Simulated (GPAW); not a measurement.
# Ti: relaxation of cell and atoms with PBEsol

The system is Ti.

```
Ti
1.0
     2.95000    0.00000    0.00000
    -1.47500    2.55477    0.00000
     0.00000    0.00000    4.68000
Ti
2
Direct
  0.66667 0.33333 0.75000
  0.33333 0.66667 0.25000
```

```
Program             : GPAW 26.7.0
Task                : relaxation of cell and atoms
Functional          : PBEsol
Potentials or basis : PAW data sets generated in the run's folder for this functional
Cutoff              : 600 eV
Basis               : pw
k mesh              : 8 × 8 × 4
Occupations         : fermi-dirac, width 0.05 eV
Spin                : no spin polarisation
Target pressure     : 10 GPa
Maxiter             : 150
Optimizer           : BFGS
Fmax                : 0.02 eV/Å
Max steps           : 60
Target pressure     : 10 GPa
Convergence         : density=1e-05 forces=0.0001
```

The relaxed volume is 15.49 Å³/atom and the relaxed cell is a = 2.829 Å, b = 2.829 Å, c = 4.469 Å, α = 90.00°, β = 90.00°, γ = 120.00°. The space group after relaxing (to 0.05 Å) is P6_3/mmc (No. 194) and the energy change on relaxing (the enthalpy is what falls) is +25.3 meV/atom. The ionic steps are 6. The pressure after relaxing is 10.1 GPa and the band gap on the k mesh is none (metal or under the smearing width).

Stress tensor (GPa, compression positive):
```
10.15  0.00  0.00
 0.00 10.15  0.00
 0.00  0.00  9.92
```

Step by step:
```
step  energy change (eV)  largest force (eV/Å)  pressure (GPa)  volume (Å³)
   1              0.0000                0.0000           -6.41        35.27
   2             -0.0300                0.0000           -2.30        33.93
   3              0.0712                0.0000           11.54        30.70
   4              0.0484                0.0000            9.91        31.01
   5              0.0496                0.0000           10.00        30.99
   6              0.0506                0.0000           10.08        30.98
```

Final structure:
```
CELL_PARAMETERS angstrom
2.82924 0.00000 0.00000
-1.41462 2.45019 0.00000
0.00000 0.00000 4.46861
ATOMIC_POSITIONS crystal
Ti 0.66667 0.33333 0.75000
Ti 0.33333 0.66667 0.25000
```

Levels at points of the mesh, in eV from the Fermi level:
```csv
k point,band 9,band 10,band 11,band 12,band 13,band 14,band 15,band 16
"(0.00, 0.00, 0.00)",-6.44,-3.01,0.79,0.79,0.97,1.12,1.39,1.39
"(0.00, 0.00, 0.50)",-4.43,-4.43,0.07,0.07,0.68,0.68,0.68,0.68
"(0.50, 0.50, 0.00)",-2.56,-2.52,-2.20,-0.52,0.44,0.72,1.34,3.84
"(0.50, 0.50, 0.50)",-2.90,-2.90,-0.99,-0.99,1.64,1.64,1.92,1.92
```

Run time: 3.5 min on 1 thread of Intel(R) Xeon(R) Processor @ 2.50GHz (Skylake/Cascade Lake) (shared host), peak memory 0.23 GiB.

Caveat: later steps reuse the first step's grids.
